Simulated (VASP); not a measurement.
CuO (Tenorite): relaxation of cell and atoms with PBE+U

The system is CuO (Tenorite).

```
Cu O
1.0
     2.34185   -1.71130    0.00000
     2.34185    1.71130    0.00000
    -0.85003    0.00000    5.05787
Cu O
2 2
Direct
  0.00000 0.50000 0.00000
  0.50000 0.00000 0.50000
  0.58160 0.41840 0.25000
  0.41840 0.58160 0.75000
```

```yaml
Program: VASP 6.6.1
Task: relaxation of cell and atoms
Functional: PBE
Potentials_or_basis: VASP PAW PBE potentials, release 64 (Cu, O)
Cutoff: 600 eV
k_mesh: 10 × 10 × 6
Occupations: gaussian, width 0.03 eV
Spin: collinear spin, ferromagnetic start
Starting_moments: "[1.0, 1.0, 0.0, 0.0] μB"
Hubbard_terms: Cu d U = 4.0 eV
Further_INCAR_settings: ALGO = Normal; EDIFF = 1e-06; AMIX = 0.2; BMIX = 0.0001; IBRION = 2; EDIFFG = -0.01; NSW = 90; ISIF = 3
```

The relaxed volume is 11.07 Å³/atom, the relaxed cell is a = 2.922 Å, b = 2.922 Å, c = 5.200 Å, α = 90.23°, β = 90.23°, γ = 85.52° and the space group after relaxing (to 0.05 Å) is Cccm (No. 66). The energy gained by relaxing is 29.8 meV/atom, the ionic steps are 37 and the pressure after relaxing is 0.0 GPa. The largest force after relaxing is 0.005 eV/Å and the band gap on the k mesh is none (metal or under the smearing width). The net moment is 1.97 μB per cell and the site moments are Cu +0.64; O +0.31 μB. The valence electrons inside the program's atomic spheres are Cu 9.91; O 4.99.

Forces in eV/Å, atoms in the order of the input:
```
Cu   0.000  0.000  0.000
Cu   0.000  0.000  0.000
O    0.000  0.005  0.000
O    0.000 -0.005  0.000
```

Stress tensor (GPa, compression positive):
```
-0.06  0.00 -0.06
 0.00  0.03  0.00
-0.06  0.00  0.03
```

The path:
```csv
step,energy change (eV),largest force (eV/Å),pressure (GPa),volume (Å³)
1,0.0000,0.0545,4.57,40.54
2,-0.0155,0.1908,-1.98,42.26
3,-0.0180,0.1549,-0.34,41.78
4,-0.0180,0.1534,-0.11,41.75
5,-0.0237,0.1580,-0.06,41.88
6,-0.0370,0.1700,0.05,42.26
7,-0.0463,0.1992,0.49,42.99
8,-0.0494,0.1976,0.29,43.09
9,-0.0581,0.1906,-0.18,43.40
10,-0.0725,0.1670,-1.22,44.02
11,-0.0866,0.0906,-3.36,45.21
12,-0.0980,0.0520,-2.67,45.05
13,-0.1110,0.0293,-1.35,44.72
14,-0.1033,0.2369,1.04,43.99
15,-0.1134,0.0948,-0.59,44.51
16,-0.1160,0.0493,-0.20,44.37
17,-0.1174,0.0047,0.27,44.20
18,-0.1174,0.0134,0.33,44.17
19,-0.1177,0.0239,-0.05,44.26
20,-0.1177,0.0242,-0.16,44.27
21,-0.1178,0.0261,0.11,44.25
22,-0.1179,0.0272,0.09,44.23
23,-0.1179,0.0293,0.05,44.19
24,-0.1180,0.0259,0.13,44.19
25,-0.1183,0.0155,0.13,44.18
26,-0.1186,0.0069,0.29,44.17
27,-0.1188,0.0069,0.14,44.22
28,-0.1188,0.0052,-0.20,44.30
29,-0.1188,0.0051,-0.04,44.29
30,-0.1188,0.0063,-0.18,44.30
31,-0.1189,0.0033,-0.14,44.29
32,-0.1190,0.0120,-0.16,44.29
33,-0.1190,0.0171,-0.09,44.29
34,-0.1190,0.0097,0.17,44.26
35,-0.1190,0.0104,0.03,44.26
36,-0.1190,0.0070,-0.13,44.27
37,-0.1190,0.0050,0.00,44.27
```

Final structure:
```yaml
crystal:
  lattice:
    - [2.13937, -1.98403, 0.16385]
    - [2.13937, 1.98403, 0.16385]
    - [-0.42520, 0.00000, 5.18283]
  atoms:
    - { symbol: Cu, position: [0.00000, 0.50000, 0.00000] }
    - { symbol: Cu, position: [0.50000, 0.00000, 0.50000] }
    - { symbol: O, position: [0.50203, 0.49797, 0.25000] }
    - { symbol: O, position: [0.49797, 0.50203, 0.75000] }
```

Levels at points of the mesh, in eV from the Fermi level:
Spin up:
```csv
k point,band 15,band 16,band 17,band 18,band 19,band 20,band 21,band 22
"(0.00, 0.00, 0.00)",-2.99,-2.25,-0.35,-0.19,1.34,6.46,7.28,13.45
"(0.50, 0.00, 0.00)",-2.93,-1.99,-0.69,-0.44,3.95,6.07,6.70,11.27
"(0.50, 0.50, 0.00)",-3.83,-2.45,-2.26,0.20,2.62,7.54,9.22,10.54
"(0.00, 0.00, 0.50)",-2.09,-2.09,-0.88,-0.88,3.51,3.51,11.76,11.76
"(0.50, 0.00, 0.50)",-3.29,-2.47,-1.41,-0.27,4.68,5.98,8.52,8.93
"(0.50, 0.50, 0.50)",-2.60,-2.60,-1.91,-1.91,4.33,4.33,10.31,10.31
```
Spin down:
```tsv
k point	band 12	band 13	band 14	band 15	band 16	band 17	band 18	band 19	band 20	band 21
(0.00, 0.00, 0.00)	-3.05	-2.99	-2.51	-2.48	-1.64	1.59	1.68	1.89	6.57	7.61
(0.50, 0.00, 0.00)	-3.61	-3.20	-2.48	-2.38	-1.44	1.50	1.70	3.96	6.38	6.89
(0.50, 0.50, 0.00)	-3.66	-3.54	-3.36	-1.91	-1.72	-0.15	2.42	2.57	7.47	9.38
(0.00, 0.00, 0.50)	-3.58	-3.05	-3.05	-1.55	-1.55	1.36	1.36	3.80	3.80	11.93
(0.50, 0.00, 0.50)	-3.61	-3.15	-2.83	-2.37	-1.93	0.89	1.74	4.80	6.27	8.71
(0.50, 0.50, 0.50)	-3.74	-2.39	-2.39	-2.06	-2.06	0.84	0.84	4.31	4.31	10.57
```

Eigenvalues of the final occupation matrices:
| site | spin | trace | eigenvalues |
| --- | --- | --- | --- |
| site 1 d | 1 | 4.90 | 0.95 0.97 0.97 0.98 1.03 |
| site 1 d | 2 | 4.26 | 0.42 0.94 0.96 0.97 0.98 |
| site 2 d | 1 | 4.90 | 0.95 0.97 0.97 0.98 1.03 |
| site 2 d | 2 | 4.26 | 0.42 0.94 0.96 0.97 0.98 |

Wall time 48 min on 2 MPI ranks on Intel(R) Xeon(R) Platinum 8375C CPU @ 2.90GHz (Ice Lake), on a shared host, peak memory 0.41 GiB a rank.

The state reached can hang on the start; a lower one may exist. PBE usually gives volumes a little too large and moduli too small.
